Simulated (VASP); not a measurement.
Wanted: the native input for a VASP 6.6.1 run.

```
Task                   : relaxation of cell and atoms
Functional             : vdW-DF2
Potentials or basis    : VASP PAW PBE potentials, release 64 (Sn_d, O)
Cutoff                 : 600 eV
k mesh                 : 6 × 6 × 8
Occupations            : fermi-dirac, width 0.05 eV
Spin                   : no spin polarisation
Further INCAR settings : ALGO = Fast; EDIFF = 1e-06; IBRION = 2; EDIFFG = -0.005; NSW = 40; ISIF = 3
```

The structure of SnO2 (Cassiterite) lies in POSCAR:

```
SnO2
1.0
    4.7380000000      0.0000000000      0.0000000000
    0.0000000000      4.7380000000      0.0000000000
    0.0000000000      0.0000000000      3.1865000000
Sn O
2 4
Direct
    0.5000000000      0.5000000000      0.5000000000
    0.0000000000      0.0000000000      0.0000000000
    0.8071000000      0.1929000000      0.5000000000
    0.6929000000      0.6929000000      0.0000000000
    0.1929000000      0.8071000000      0.5000000000
    0.3071000000      0.3071000000      0.0000000000
```

These files were run (other wordings do the same):

INCAR

```
AGGAC    = 0.0          
ALGO     = Fast           # electronic algorithm
EDIFF    = 1E-6           # SCF threshold, eV
EDIFFG   = -0.005         # ionic threshold
ENCUT    = 600            # plane-wave cutoff, eV
GGA      = ML             # functional
IBRION   = 2              # ionic algorithm
ISIF     = 3              # what is computed and relaxed
ISMEAR   = -1             # smearing method
LASPH    = True           # aspherical terms in the spheres
LCHARG   = False          # write CHGCAR
LREAL    = False          # projectors in reciprocal space
LUSE_VDW = True         
LWAVE    = False          # write WAVECAR
NELM     = 100            # most SCF steps
NSW      = 40             # ionic steps
PREC     = Accurate       # precision mode
SIGMA    = 0.05           # smearing width, eV
ZAB_VDW  = -1.8867
```

KPOINTS

```
k-points
0
Gamma
  6 6 8
```

Potentials or basis: VASP PAW PBE potentials, release 64 (Sn_d, O).

Run with:

```bash
$ cat potpaw_PBE.64/Sn_d/POTCAR potpaw_PBE.64/O/POTCAR > POTCAR
$ mpirun -np 1 vasp_std > vasp.out
```

It gave:

```json
{
 "Relaxed volume": "13.22 Å³/atom",
 "Relaxed cell": "a = 4.900 Å, b = 4.900 Å, c = 3.305 Å, α = 90.00°, β = 90.00°, γ = 90.00°",
 "Space group after relaxing (to 0.05 Å)": "P4_2/mnm (No. 136)",
 "Energy gained by relaxing": "78.6 meV/atom",
 "Ionic steps": "14",
 "Pressure after relaxing": "0.0 GPa",
 "Largest force after relaxing": "0.003 eV/Å",
 "Band gap on the k mesh": "0.14 eV, direct"
}
```

Caveat: the PAW data sets were made with another functional, which shifts forces and pressure a little; spin-orbit coupling is left out, which moves the levels of the heavy elements; the volume moved by +11 % from the deposited cell, more than functionals usually miss.

It took 15 min on 1 thread of Intel(R) Xeon(R) 6975P-C (Granite Rapids), on a shared host, peak memory 0.54 GiB.
